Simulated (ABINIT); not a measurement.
Crystal: Zr.

```xyz
2
Lattice="3.2320 0.0000 0.0000 -1.6160 2.7990 0.0000 0.0000 0.0000 5.1470" Properties=species:S:1:pos:R:3 pbc="T T T"
Zr    1.6160    0.9330    3.8603
Zr    0.0000    1.8660    1.2868
```

Base run:

| Item | Value |
| --- | --- |
| Program | ABINIT 10.8.3 (patched build) |
| Functional | RPBE |
| Potentials or basis | JTH PAW PBE v2.0 |
| Cutoff | 463 eV |
| k mesh | 9 × 9 × 5 |
| Occupations | fermi-dirac, width 0.05 eV |
| Spin | no spin polarisation |

Its results: band gap on the k mesh none (metal or under the smearing width); pressure 2.6 GPa.

**Question.** The run is repeated on the same cell with these changes: functional from RPBE to rPW86PBE. What comes out?

**Answer.** Band gap on the k mesh none (metal or under the smearing width); pressure 3.6 GPa.

Caveats: the PAW data sets were made with another functional, which shifts forces and pressure a little.
